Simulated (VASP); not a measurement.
# GaN (P6_3mc) in VASP: a series of runs

Runs on GaN. Level: PBE. Tasks: relaxation of cell and atoms, relaxation of shape and atoms at fixed volume.

All numbers are computed with VASP 6.6.1; they aren't measurements. Logs are shortened: lines on timing, memory, paths and dates and some standing lists are left out, and cuts for length are marked.

### Step 1. The structure

It takes space group P6_3mc (No. 186, hexagonal). Conventional cell: a = 3.211 Å, b = 3.211 Å, c = 5.232 Å, α = 90.00°, β = 90.00°, γ = 120.00°. Ga (site symmetry 3m) is surrounded by 4 N at 1.96 to 1.97 Å. N (site symmetry 3m) has 4 Ga at 1.96 to 1.97 Å as nearest neighbours.

### Step 2. Relaxation of cell and atoms, PBE

INCAR

```
  PREC = Accurate
  ENCUT = 300
  EDIFF = 1E-7
  ISMEAR = 0
  SIGMA = 0.03
  LREAL = False
  LASPH = True
  NELM = 80
  ALGO = Normal
  ISIF = 3
  LWAVE = False
  LCHARG = False
  GGA = PE
  IBRION = 2
  NSW = 90
  EDIFFG = -0.005
```

KPOINTS

```
Automatic mesh
0
Gamma
  6 6 3
```

POSCAR

```
GaN                                     
1.0
    3.2112222518      0.0000000000      0.0000000000
   -1.6056111259      2.7810000472     -0.0000000000
   -0.0000000000      0.0000000000      5.2321425898
  Ga              N             
     2     2
Direct
     0.3333333332999970    0.6666666667000030    0.9992025996314245
     0.6666666667000030    0.3333333332999970    0.4992025996314245
     0.3333333332999970    0.6666666667000030    0.3757974003685755
     0.6666666667000030    0.3333333332999970    0.8757974003685755
```

Potentials or basis: VASP PAW PBE potentials, release 64 (Ga_d, N_s).

Run with:

```
cat potpaw_PBE.64/Ga_d/POTCAR potpaw_PBE.64/N_s/POTCAR > POTCAR
mpirun -np 1 vasp_std > vasp.out
```

OUTCAR:

```text
PREC = Accurate
   ENCUT = 300
   EDIFF = 1E-7
   ISMEAR = 0
   LREAL = False
   LASPH = True
   NELM = 80
   ISIF = 3
   GGA = PE
   IBRION = 2
   NSW = 90
   EDIFFG = -0.005

 ion  position               nearest neighbor table
   1  0.333  0.667  0.999-   4 1.96   4 1.96   4 1.96   3 1.97
   2  0.667  0.333  0.499-   3 1.96   3 1.96   3 1.96   4 1.97
   3  0.333  0.667  0.376-   2 1.96   2 1.96   2 1.96   1 1.97
   4  0.667  0.333  0.876-   1 1.96   1 1.96   1 1.96   2 1.97

  LATTYP: Found a hexagonal cell.
 ALAT       =     3.2112222518
 C/A-ratio  =     1.6293305725

  Lattice vectors:

 A1 = (   3.2112222518,   0.0000000000,   0.0000000000)
 A2 = (  -1.6056111259,   2.7810000472,   0.0000000000)
 A3 = (   0.0000000000,   0.0000000000,   5.2321425898)

Analysis of symmetry for initial positions (statically):
=====================================================================
 Subroutine PRICEL returns:
 Original cell was already a primitive cell.

 Routine SETGRP: Setting up the symmetry group for a
 hexagonal supercell.

 Subroutine GETGRP returns: Found 12 space group operations
 (whereof  6 operations were pure point group operations)
 out of a pool of 24 trial point group operations.

The static configuration has the point symmetry C_3v.
 The point group associated with its full space group is C_6v.

Analysis of symmetry for dynamics (positions and initial velocities):
=====================================================================
 Subroutine PRICEL returns:
 Original cell was already a primitive cell.

 Routine SETGRP: Setting up the symmetry group for a
 hexagonal supercell.

 Subroutine GETGRP returns: Found 12 space group operations
 (whereof  6 operations were pure point group operations)
 out of a pool of 24 trial point group operations.

The dynamic configuration has the point symmetry C_3v.
 The point group associated with its full space group is C_6v.

 Subroutine INISYM returns: Found 12 space group operations
 (whereof  6 operations are pure point group operations),
 and found     1 'primitive' translations

----------------------------------------------------------------------------------------

                                     Primitive cell

  volume of cell :      46.7252

  direct lattice vectors                    reciprocal lattice vectors
     3.211222252  0.000000000  0.000000000     0.311407907  0.179791439  0.000000000
    -1.605611126  2.781000047  0.000000000     0.000000000  0.359582878  0.000000000
     0.000000000  0.000000000  5.232142590     0.000000000  0.000000000  0.191126290

  length of vectors
     3.211222252  3.211222252  5.232142590     0.359582878  0.359582878  0.191126290

  position of ions in fractional coordinates (direct lattice)
     0.333333333  0.666666667  0.999202600
     0.666666667  0.333333333  0.499202600
     0.333333333  0.666666667  0.375797400
     0.666666667  0.333333333  0.875797400

  ion indices of the primitive-cell ions
   primitive index   ion index
                 1           1
                 2           2
                 3           3
                 4           4

----------------------------------------------------------------------------------------

 KPOINTS: Automatic mesh

Automatic generation of k-mesh.
 Grid dimensions read from file:
 generate k-points for:    6    6    3

 Generating k-lattice:

  Cartesian coordinates                     Fractional coordinates (reciprocal lattice)
     0.051901318  0.029965240  0.000000000     0.166666667  0.000000000  0.000000000
     0.000000000  0.059930480  0.000000000     0.000000000  0.166666667  0.000000000
     0.000000000  0.000000000  0.063708763     0.000000000  0.000000000  0.333333333

  Length of vectors
     0.059930480  0.059930480  0.063708763

  Shift w.r.t. Gamma in fractional coordinates (k-lattice)
     0.000000000  0.000000000  0.000000000

 Subroutine IBZKPT returns following result:
 ===========================================

 Found     14 irreducible k-points:

 Following reciprocal coordinates:
            Coordinates               Weight
  0.000000  0.000000  0.000000      1.000000
  0.166667  0.000000  0.000000      6.000000
  0.333333  0.000000  0.000000      6.000000
  0.500000  0.000000  0.000000      3.000000
  0.166667  0.166667  0.000000      6.000000
  0.333333  0.166667  0.000000     12.000000
  0.333333  0.333333  0.000000      2.000000
  0.000000  0.000000  0.333333      2.000000
  0.166667  0.000000  0.333333     12.000000
  0.333333  0.000000  0.333333     12.000000
  0.500000  0.000000  0.333333      6.000000
  0.166667  0.166667  0.333333     12.000000
  0.333333  0.166667  0.333333     24.000000
  0.333333  0.333333  0.333333      4.000000
   k-points           NKPTS =     14   k-points in BZ     NKDIM =     14   number of bands    NBANDS=     22
   number of dos      NEDOS =    301   number of ions     NIONS =      4
   total plane-waves  NPLWV =   9720
   dimension x,y,z NGX =    18 NGY =   18 NGZ =   30
   dimension x,y,z NGXF=    36 NGYF=   36 NGZF=   60
   ions per type =               2   2
   NGX,Y,Z   is equivalent  to a cutoff of   9.32,  9.32,  9.53 a.u.
   NGXF,Y,Z  is equivalent  to a cutoff of  18.64, 18.64, 19.06 a.u.
 SYSTEM =  unknown system
   PREC   = accura    normal or accurate (medium, high low for compatibility)
   ISTART =      0    job   : 0-new  1-cont  2-samecut
   ICHARG =      2    charge: 1-file 2-atom 10-const
   ISPIN  =      1    spin polarized calculation?
   LNONCOLLINEAR =      F non collinear calculations
   LSORBIT =      F    spin-orbit coupling
   LASPH  =      T    aspherical Exc in radial PAW
   ENCUT  =  300.0 eV  22.05 Ry    4.70 a.u.   4.54  4.54  7.39*2*pi/ulx,y,z
   NELM   =     80;   NELMIN=  2; NELMDL= -5     # of ELM steps
   EDIFF  = 0.1E-06   stopping-criterion for ELM
   LREAL  =      F    real-space projection
   EDIFFG = -.5E-02   stopping-criterion for IOM
   NSW    =     90    number of steps for IOM
   IBRION =      2    ionic relax: 0-MD 1-quasi-New 2-CG
   NFREE  =      1    steps in history (QN), initial steepest desc. (CG)
   ISIF   =      3    stress and relaxation
   ISYM   =      2    0-nonsym 1-usesym 2-fastsym
   POTIM  = 0.5000    time-step for ionic-motion
   TEBEG  =    0.0;   TEEND  =   0.0 temperature during run
   PSTRESS=    0.0 pullay stress
   NELECT =      36.0000    total number of electrons
   NUPDOWN=      -1.0000    fix difference up-down
   EMIN   =  10.00;   EMAX   =-10.00  energy-range for DOS
   EFERMI =   0.00;   METHOD = LEGACY
   ISMEAR =     0;   SIGMA  =   0.03  broadening in eV -4-tet -1-fermi 0-gaus
   EFERMI_NEDOS =   21; number of points for ismear=-14 and -15
   IALGO  =     38    algorithm
   IMIX   =      4    mixing-type and parameters
     AMIX     =   0.40;   BMIX     =  1.00
     AMIX_MAG =   1.60;   BMIX_MAG =  1.00
  volume/ion in A,a.u.               =      11.68        78.83
  Fermi-wavevector in a.u.,A,eV,Ry     =   1.500809  2.836117 30.646129  2.252427
  Thomas-Fermi vector in A             =   2.612261
   LORBIT       =      0    0 simple, 1 ext, 2 COOP (PROOUT), +10 PAW based schemes
   GGA     = PE    functional components
   LHFCALC =     F    Hartree Fock is set to
   AEXX    =    0.0000 exact exchange contribution
   IVDW    =     0    specifies the selected vdW correction
   LEPSILON=     F    determine dielectric tensor
   LRPA    =     F    only Hartree local field effects (RPA)
 conjugate gradient relaxation of ions
 non-spin polarized calculation
 Gauss-broadening in eV      SIGMA  =   0.03
  energy-cutoff  :      300.00
  volume of cell :       46.73
 maximum number of plane-waves:       564
   NGX =  9   NGY =  9   NGZ = 15

--------------------------------------- Ionic step        1  -------------------------------------------

 number of electron      35.9999991 magnetization

 Free energy of the ion-electron system (eV)
  ---------------------------------------------------
  ext. energy  EPLUGINS =         0.00000000
  ---------------------------------------------------
  free energy    TOTEN  =       -24.32861314 eV

  energy without entropy =      -24.32861314  energy(sigma->0) =      -24.32861314

------------------------ aborting loop because EDIFF is reached ----------------------------------------

  FORCE on cell =-STRESS in cart. coord.  units (eV):
  Direction    XX          YY          ZZ          XY          YZ          ZX
  --------------------------------------------------------------------------------------
  -------------------------------------------------------------------------------------
  Total        0.1447208      0.1447208      0.1349968      0.0000000      0.0000000      0.0000000
  in kB        4.9623871      4.9623871      4.6289571      0.0000000      0.0000000      0.0000000
  external PRESSURE =       4.8512438 kB  Pullay stress =       0.0000000 kB
[... 61 lines left out ...]
  energy  without entropy=      -24.3286364557  energy(sigma->0) =      -24.32863646

--------------------------------------- Ionic step        3  -------------------------------------------

 number of electron      35.9999990 magnetization

 Free energy of the ion-electron system (eV)
  ---------------------------------------------------
  ext. energy  EPLUGINS =         0.00000000
  ---------------------------------------------------
  free energy    TOTEN  =       -24.32880257 eV

  energy without entropy =      -24.32880257  energy(sigma->0) =      -24.32880257

 E-fermi :   5.5479     XC(G=0): -11.5353

 val. band max:        5.3576223380   @ k =   0.0000   0.0000   0.0000
 cond. band min:       7.1032341523   @ k =   0.0000   0.0000   0.0000
 fundamental gap:      1.7456118143
 Fermi energy:         5.5478565968

 k-point     1 :       0.0000    0.0000    0.0000
  band No.  band energies     occupation
      1     -10.4109      2.00000
      2      -9.5688      2.00000
      3      -8.0550      2.00000
      4      -8.0404      2.00000
      5      -8.0404      2.00000
      6      -7.9835      2.00000
[... 370 lines left out ...]
  FREE ENERGIE OF THE ION-ELECTRON SYSTEM (eV)
  ---------------------------------------------------
  free  energy   TOTEN  =       -24.3288025729 eV

  energy  without entropy=      -24.3288025729  energy(sigma->0) =      -24.32880257

 reached required accuracy - stopping structural energy minimisation
```

It took 13 s on 1 thread of AMD EPYC 9R45 (Zen 5), shared host; peak memory 0.1 GiB.

These settings aren't checked as converged: the numbers below hold their error.

Results:

```
Free energy                            : -24.3288 eV
Relaxed volume                         : 11.71 Å³/atom
Relaxed cell                           : a = 3.214 Å, b = 3.214 Å, c = 5.237 Å, α = 90.00°, β = 90.00°, γ = 120.00°
Space group after relaxing (to 0.05 Å) : P6_3mc (No. 186)
Energy gained by relaxing              : 0.0 meV/atom
Ionic steps                            : 3
Band gap on the k mesh                 : 1.75 eV, direct
```

Caveat: the cutoff is under 1.25 times the usual one of these potentials, so pressure, stress and relaxed cells hold a basis-set (Pulay) error.

### Step 3. Relaxation of shape and atoms at fixed volume, PBE (a relaxed cell with its volume scaled by 0.94)

Changes to INCAR since step 2:

```diff
@@ -9,3 +9,3 @@
   ALGO = Normal
-  ISIF = 3
+  ISIF = 4
   LWAVE = False
@@ -14,3 +14,3 @@
   IBRION = 2
-  NSW = 90
-  EDIFFG = -0.005
+  NSW = 40
+  EDIFFG = -0.01
```

KPOINTS is that of step 2.

POSCAR

```
GaN                                     
1.0
    3.1485128467      0.0000000000      0.0000000000
   -1.5742564234      2.7266921094      0.0000000000
    0.0000000000      0.0000000000      5.1296568711
  Ga              N             
     2     2
Direct
     0.3333333332999970    0.6666666667000030    0.9991839793493268
     0.6666666667000030    0.3333333332999970    0.4991839793493268
     0.3333333332999970    0.6666666667000030    0.3758160206506732
     0.6666666667000030    0.3333333332999970    0.8758160206506732
```

Potentials or basis: VASP PAW PBE potentials, release 64 (Ga_d, N_s).

Run with:

```
cat potpaw_PBE.64/Ga_d/POTCAR potpaw_PBE.64/N_s/POTCAR > POTCAR
mpirun -np 1 vasp_std > vasp.out
```

It took 8.9 s on 1 thread of AMD EPYC 9R45 (Zen 5), shared host; peak memory 0.1 GiB.

These settings aren't checked as converged: the numbers below hold their error.

What came out:

- Free energy: -24.2096 eV
- Energy gained by relaxing: 0.0 meV/atom
- Ionic steps: 2
- Largest force after relaxing: 0.008 eV/Å
- Band gap on the k mesh: 2.16 eV, direct

Caveat: the cutoff is under 1.25 times the usual one of these potentials, so pressure, stress and relaxed cells hold a basis-set (Pulay) error.

### Step 4. Relaxation of shape and atoms at fixed volume, PBE (a relaxed cell with its volume scaled by 0.96)

INCAR is that of step 3.

KPOINTS is that of step 3.

Changes to POSCAR since step 3:

```diff
@@ -2,5 +2,5 @@
 1.0
-    3.1485128467      0.0000000000      0.0000000000
-   -1.5742564234      2.7266921094      0.0000000000
-    0.0000000000      0.0000000000      5.1296568711
+    3.1706862030      0.0000000000      0.0000000000
+   -1.5853431015      2.7458947991      0.0000000000
+    0.0000000000      0.0000000000      5.1657824055
   Ga              N
```

Run with:

```
cat potpaw_PBE.64/Ga_d/POTCAR potpaw_PBE.64/N_s/POTCAR > POTCAR
mpirun -np 1 vasp_std > vasp.out
```

It took 6.3 s on 1 thread of AMD EPYC 9R45 (Zen 5), shared host; peak memory 0.09 GiB.

The run converged, but some of its settings lie outside the range that counts as converged, so its numbers aren't taken as properties of the crystal.

Results:

| Item | Value |
| --- | --- |
| Free energy | -24.2745 eV |
| Largest force after relaxing | 0.005 eV/Å |
| Band gap on the k mesh | 2.02 eV, direct |

Caveat: the cutoff is under 1.25 times the usual one of these potentials, so pressure, stress and relaxed cells hold a basis-set (Pulay) error; the relaxation stopped at its first step, so nothing moved.

### Step 5. Relaxation of shape and atoms at fixed volume, PBE (a relaxed cell with its volume scaled by 0.98)

INCAR is that of step 4.

KPOINTS is that of step 4.

Changes to POSCAR since step 4:

```diff
@@ -2,5 +2,5 @@
 1.0
-    3.1706862030      0.0000000000      0.0000000000
-   -1.5853431015      2.7458947991      0.0000000000
-    0.0000000000      0.0000000000      5.1657824055
+    3.1925536954      0.0000000000      0.0000000000
+   -1.5962768477      2.7648326031      0.0000000000
+    0.0000000000      0.0000000000      5.2014096169
   Ga              N
```

Run with:

```
cat potpaw_PBE.64/Ga_d/POTCAR potpaw_PBE.64/N_s/POTCAR > POTCAR
mpirun -np 1 vasp_std > vasp.out
```

Run time: 6.4 s. Hardware: 1 thread of AMD EPYC 9R45 (Zen 5), shared host; peak memory 0.1 GiB.

The run converged, but some of its settings lie outside the range that counts as converged, so its numbers aren't taken as properties of the crystal.

What came out:

```
Free energy            : -24.3129 eV
Band gap on the k mesh : 1.88 eV, direct
```

Caveat: the cutoff is under 1.25 times the usual one of these potentials, so pressure, stress and relaxed cells hold a basis-set (Pulay) error; the relaxation stopped at its first step, so nothing moved.
